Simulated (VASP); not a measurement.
# P (P2/m) in VASP: further runs

The runs below take P through single point, with PBE.

Program: VASP 6.6.1. These are calculated values, not measurements. Logs are shortened: lines on timing, memory, paths and dates and some standing lists are left out, and cuts for length are marked.

## (1) The crystal as given

Symmetry: P2/m, No. 10, monoclinic system. The conventional cell has a = 2.425 Å, b = 2.439 Å, c = 4.852 Å, α = 90.00°, β = 90.24°, γ = 90.00°. Around P (site symmetry m) lie 6 P at 2.42 to 2.44 Å.

This isn't the form of P at room conditions, which is orthorhombic.

## (2) Single point, PBE

File INCAR:

```
PREC = Accurate
ENCUT = 460
EDIFF = 1E-6
ISMEAR = -1
SIGMA = 0.1
LREAL = False
LASPH = True
NELM = 100
ALGO = Normal
ISIF = 2
LWAVE = False
LCHARG = False
GGA = PE
ADDGRID = False
```

File KPOINTS:

```
regular mesh
0
Gamma
  20 20 10
```

File POSCAR:

```
P
1.0
    2.4246941115      0.0000000000      0.0000000000
    0.0000000000      2.4385351442      0.0000000000
   -0.0203144631      0.0000000000      4.8524328982
P
2
Direct
    0.0000000300      0.0000000000      0.7494253600
    0.9999999700      0.0000000000      0.2505746400
```

Potentials or basis: VASP PAW PBE potentials, release 64 (P).

Launch:

```console
$ cat potpaw_PBE.64/P/POTCAR > POTCAR
$ mpirun -np 1 vasp_std > vasp.out
```

OUTCAR:

```text
PREC = Accurate
   ENCUT = 460
   EDIFF = 1E-6
   ISMEAR = -1
   LREAL = False
   LASPH = True
   NELM = 100
   ISIF = 2
   GGA = PE

 Found   1122 irreducible k-points:

 Following reciprocal coordinates:
            Coordinates               Weight
  0.000000  0.000000  0.000000      1.000000
  0.050000  0.000000 -0.000000      2.000000
  0.100000  0.000000 -0.000000      2.000000
  0.150000  0.000000 -0.000000      2.000000
  0.200000  0.000000 -0.000000      2.000000
  0.250000  0.000000 -0.000000      2.000000
   k-points           NKPTS =   1122   k-points in BZ     NKDIM =   1122   number of bands    NBANDS=      9
   number of dos      NEDOS =    301   number of ions     NIONS =      2
   total plane-waves  NPLWV =  11664
   dimension x,y,z NGX =    18 NGY =   18 NGZ =   36
   dimension x,y,z NGXF=    36 NGYF=   36 NGZF=   72
   ions per type =               2
   NGX,Y,Z   is equivalent  to a cutoff of  12.34, 12.27, 12.33 a.u.
   NGXF,Y,Z  is equivalent  to a cutoff of  24.68, 24.54, 24.67 a.u.
 SYSTEM =  unknown system
   PREC   = accura    normal or accurate (medium, high low for compatibility)
   ISTART =      0    job   : 0-new  1-cont  2-samecut
   ICHARG =      2    charge: 1-file 2-atom 10-const
   ISPIN  =      1    spin polarized calculation?
   LNONCOLLINEAR =      F non collinear calculations
   LSORBIT =      F    spin-orbit coupling
   LASPH  =      T    aspherical Exc in radial PAW
   ENCUT  =  460.0 eV  33.81 Ry    5.81 a.u.   4.24  4.26  8.49*2*pi/ulx,y,z
   NELM   =    100;   NELMIN=  2; NELMDL= -5     # of ELM steps
   EDIFF  = 0.1E-05   stopping-criterion for ELM
   LREAL  =      F    real-space projection
   EDIFFG = 0.1E-04   stopping-criterion for IOM
   NSW    =      0    number of steps for IOM
   IBRION =     -1    ionic relax: 0-MD 1-quasi-New 2-CG
   NFREE  =      0    steps in history (QN), initial steepest desc. (CG)
   ISIF   =      2    stress and relaxation
   ISYM   =      2    0-nonsym 1-usesym 2-fastsym
   POTIM  = 0.5000    time-step for ionic-motion
   TEBEG  =    0.0;   TEEND  =   0.0 temperature during run
   PSTRESS=    0.0 pullay stress
   NELECT =      10.0000    total number of electrons
   NUPDOWN=      -1.0000    fix difference up-down
   EMIN   =  10.00;   EMAX   =-10.00  energy-range for DOS
   EFERMI =   0.00;   METHOD = LEGACY
   ISMEAR =    -1;   SIGMA  =   0.10  broadening in eV -4-tet -1-fermi 0-gaus
   EFERMI_NEDOS =   21; number of points for ismear=-14 and -15
   IALGO  =     38    algorithm
   IMIX   =      4    mixing-type and parameters
     AMIX     =   0.40;   BMIX     =  1.00
     AMIX_MAG =   1.60;   BMIX_MAG =  1.00
  volume/ion in A,a.u.               =      14.35        96.81
  Fermi-wavevector in a.u.,A,eV,Ry     =   1.152107  2.177167 18.059715  1.327352
  Thomas-Fermi vector in A             =   2.288761
   LORBIT       =      0    0 simple, 1 ext, 2 COOP (PROOUT), +10 PAW based schemes
   GGA     = PE    functional components
   LHFCALC =     F    Hartree Fock is set to
   AEXX    =    0.0000 exact exchange contribution
   IVDW    =     0    specifies the selected vdW correction
   LEPSILON=     F    determine dielectric tensor
   LRPA    =     F    only Hartree local field effects (RPA)
 non-spin polarized calculation
  energy-cutoff  :      460.00
  volume of cell :       28.69
 maximum number of plane-waves:       658
 NGX is ok and might be reduce to    18
   NGX =  9   NGY =  9   NGZ = 17

 number of electron      10.0000000 magnetization

 number of electron       9.9999996 magnetization

 Free energy of the ion-electron system (eV)
  ---------------------------------------------------
  ext. energy  EPLUGINS =         0.00000000
  ---------------------------------------------------
  free energy    TOTEN  =       -10.54883049 eV

  energy without entropy =      -10.52601563  energy(sigma->0) =      -10.53742306

 E-fermi :   9.9790     XC(G=0): -11.3442

 val. band max:        9.9789036131   @ k =   0.2500   0.2000   0.2000
 cond. band min:       9.9792331944   @ k =  -0.2000   0.2000   0.1000
 fundamental gap:      0.0003295813
 Fermi energy:         9.9790063448

 k-point     1 :       0.0000    0.0000    0.0000
  band No.  band energies     occupation
      1      -6.7958      2.00000
      2      -2.3683      2.00000
      3       1.0611      2.00000
      4      14.8066      0.00000
      5      15.0144      0.00000
      6      15.0557      0.00000
      7      16.6073      0.00000
      8      16.6739      0.00000
      9      17.8690      0.00000

 k-point     2 :       0.0500    0.0000   -0.0000
  band No.  band energies     occupation
      1      -6.7377      2.00000
      2      -2.3099      2.00000
      3       1.1138      2.00000
      4      13.8098      0.00000
      5      14.8527      0.00000
      6      15.0676      0.00000
      7      16.6670      0.00000
      8      16.8595      0.00000
      9      17.7624      0.00000

 k-point     3 :       0.1000    0.0000   -0.0000
  band No.  band energies     occupation
      1      -6.5637      2.00000
      2      -2.1350      2.00000
      3       1.2711      2.00000
      4      12.0115      0.00000
      5      14.9900      0.00000
      6      15.2039      0.00000
      7      15.2578      0.00000
      8      16.8054      0.00000
      9      17.8856      0.00000

 k-point     4 :       0.1500    0.0000   -0.0000
  band No.  band energies     occupation
      1      -6.2751      2.00000
      2      -1.8446      2.00000
      3       1.5304      2.00000
      4      10.2015      0.19515
      5      13.6090      0.00000
      6      15.2157      0.00000
      7      15.4297      0.00000
      8      17.0305      0.00000
      9      18.0970      0.00000

 k-point     5 :       0.2000    0.0000   -0.0000
  band No.  band energies     occupation
      1      -5.8745      2.00000
      2      -1.4401      2.00000
      3       1.8868      2.00000
      4       8.4452      2.00000
      5      11.9800      0.00000
      6      15.5246      0.00000
      7      15.7379      0.00000
      8      17.3333      0.00000
      9      17.6276      0.00000

 k-point     6 :       0.2500    0.0000   -0.0000
  band No.  band energies     occupation
      1      -5.3662      2.00000
      2      -0.9244      2.00000
      3       2.3311      2.00000
      4       6.7704      2.00000
      5      10.4013      0.02888
      6      15.9070      0.00000
      7      15.9100      0.00000
      8      16.1195      0.00000
      9      17.7002      0.00000

 [... further k-points ...]

------------------------ aborting loop because EDIFF is reached ----------------------------------------

  FORCE on cell =-STRESS in cart. coord.  units (eV):
  Direction    XX          YY          ZZ          XY          YZ          ZX
  --------------------------------------------------------------------------------------
  -------------------------------------------------------------------------------------
  Total        0.4693133      0.2919857      0.4484745      0.0000000      0.0000000      0.0454555
  in kB       26.2076396     16.3052178     25.0439492      0.0000000      0.0000000      2.5383513
  external PRESSURE =      22.5189356 kB  Pullay stress =       0.0000000 kB

 VOLUME and BASIS-vectors are now :
 -----------------------------------------------------------------------------
  energy-cutoff  :      460.00
  volume of cell :       28.69
      direct lattice vectors                 reciprocal lattice vectors
     2.424694112  0.000000000  0.000000000     0.412423157  0.000000000  0.001726589
     0.000000000  2.438535144  0.000000000     0.000000000  0.410082259  0.000000000
    -0.020314463  0.000000000  4.852432898     0.000000000  0.000000000  0.206082190

 POSITION                                       TOTAL-FORCE (eV/Angst)
 -----------------------------------------------------------------------------------
     -0.01522      0.00000      3.63654         0.000134      0.000000      0.008839
      2.41960      0.00000      1.21590        -0.000134      0.000000     -0.008839
 -----------------------------------------------------------------------------------
    total drift:                                0.000000      0.000000     -0.000000

  FREE ENERGIE OF THE ION-ELECTRON SYSTEM (eV)
  ---------------------------------------------------
  free  energy   TOTEN  =       -10.5488304913 eV

  energy  without entropy=      -10.5260156279  energy(sigma->0) =      -10.53742306
```

It took 2.9 min on 1 thread of Intel Xeon Platinum 8259CL at 2.50GHz (Skylake/Cascade Lake), shared host; peak memory 0.3 GiB.

The run converged, but some of its settings lie outside the range that counts as converged, so its numbers aren't taken as properties of the crystal.

What came out:

```
Free energy            : -10.5488 eV
Pressure               : 2.3 GPa
Largest force          : 0.009 eV/Å
Band gap on the k mesh : none (metal or under the smearing width)
```

## (3) Single point, PBE

INCAR is that of step 2.

KPOINTS is that of step 2.

File POSCAR:

```
P
1.0
    2.4246941115      0.0000000000      0.0000000000
    0.0000000000      2.4385351442      0.0000000000
   -0.0203144631      0.0000000000      4.8524328982
P
2
Direct
   -0.0009640000     -0.0137570000      0.7520410000
    1.0088450000      0.0001830000      0.2407300000
```

Potentials or basis: VASP PAW PBE potentials, release 64 (P).

Launch:

```console
$ cat potpaw_PBE.64/P/POTCAR > POTCAR
$ mpirun -np 1 vasp_std > vasp.out
```

OUTCAR:

```text
PREC = Accurate
   ENCUT = 460
   EDIFF = 1E-6
   ISMEAR = -1
   LREAL = False
   LASPH = True
   NELM = 100
   ISIF = 2
   GGA = PE

 Found   2004 irreducible k-points:

 Following reciprocal coordinates:
            Coordinates               Weight
  0.000000  0.000000  0.000000      1.000000
  0.050000  0.000000 -0.000000      2.000000
  0.100000  0.000000 -0.000000      2.000000
  0.150000  0.000000 -0.000000      2.000000
  0.200000  0.000000 -0.000000      2.000000
[... 149 lines left out ...]
------------------------ aborting loop because EDIFF is reached ----------------------------------------

  FORCE on cell =-STRESS in cart. coord.  units (eV):
  Direction    XX          YY          ZZ          XY          YZ          ZX
  --------------------------------------------------------------------------------------
  -------------------------------------------------------------------------------------
  Total        0.5087440      0.3059802      0.5406417     -0.0024470     -0.0115628      0.0390410
  in kB       28.4095481     17.0867092     30.1907984     -0.1366444     -0.6456982      2.1801502
  external PRESSURE =      25.2290186 kB  Pullay stress =       0.0000000 kB

 VOLUME and BASIS-vectors are now :
 -----------------------------------------------------------------------------
  energy-cutoff  :      460.00
  volume of cell :       28.69
      direct lattice vectors                 reciprocal lattice vectors
     2.424694112  0.000000000  0.000000000     0.412423157  0.000000000  0.001726589
     0.000000000  2.438535144  0.000000000     0.000000000  0.410082259  0.000000000
    -0.020314463  0.000000000  4.852432898     0.000000000  0.000000000  0.206082190

 POSITION                                       TOTAL-FORCE (eV/Angst)
 -----------------------------------------------------------------------------------
      2.40708      2.40499      3.64923         0.040761      0.058954     -0.092777
      0.01656      0.00045      1.16813        -0.040761     -0.058954      0.092777
 -----------------------------------------------------------------------------------
    total drift:                               -0.000001      0.000000     -0.000001

  FREE ENERGIE OF THE ION-ELECTRON SYSTEM (eV)
  ---------------------------------------------------
  free  energy   TOTEN  =       -10.5449221047 eV

  energy  without entropy=      -10.5227553587  energy(sigma->0) =      -10.53383873
```

OSZICAR:

```text
N       E                     dE             d eps       ncg     rms          rms(c)
DAV:   1     0.169879433206E+02    0.16988E+02   -0.43080E+03 36096   0.873E+02
DAV:   2    -0.983567243889E+01   -0.26824E+02   -0.25767E+02 54679   0.113E+02
DAV:   3    -0.105376107390E+02   -0.70194E+00   -0.69412E+00 46846   0.199E+01
DAV:   4    -0.105419334784E+02   -0.43227E-02   -0.43088E-02 52518   0.157E+00
DAV:   5    -0.105419488820E+02   -0.15404E-04   -0.15399E-04 47147   0.709E-02    0.677E+00
DAV:   6    -0.105427518189E+02   -0.80294E-03   -0.44654E-03 45328   0.523E-01    0.405E+00
DAV:   7    -0.105447104275E+02   -0.19586E-02   -0.49409E-03 39283   0.756E-01    0.153E-01
DAV:   8    -0.105448240064E+02   -0.11358E-03   -0.36436E-04 44188   0.152E-01    0.764E-02
DAV:   9    -0.105449189817E+02   -0.94975E-04   -0.95896E-05 39233   0.959E-02    0.266E-02
DAV:  10    -0.105449218459E+02   -0.28642E-05   -0.24909E-06 51335   0.147E-02    0.789E-03
DAV:  11    -0.105449221047E+02   -0.25883E-06   -0.61212E-07 30360   0.699E-03
   1 F= -.10544922E+02 E0= -.10533839E+02  d E =-.221667E-01
```

Run time: 6.3 min. Hardware: 1 thread of Intel Xeon Platinum 8259CL at 2.50GHz (Skylake/Cascade Lake), shared host; peak memory 0.44 GiB.

These settings aren't checked as converged: the numbers below hold their error.

Results:

| Property | Result |
| --- | --- |
| Free energy | -10.5449 eV |
| Pressure | 2.5 GPa |
| Largest force | 0.117 eV/Å |
| Band gap on the k mesh | none (metal or under the smearing width) |

## (4) For comparison

An earlier run on the cell as given: functional PBE; potentials or basis VASP PAW PBE potentials, release 64 (P); cutoff 520 eV; k mesh 11 × 11 × 6; occupations fermi-dirac, width 0.05 eV; no spin polarisation.

* Pressure: 1.9 GPa
* Largest force: 0.005 eV/Å
* Band gap on the k mesh: none (metal or under the smearing width)
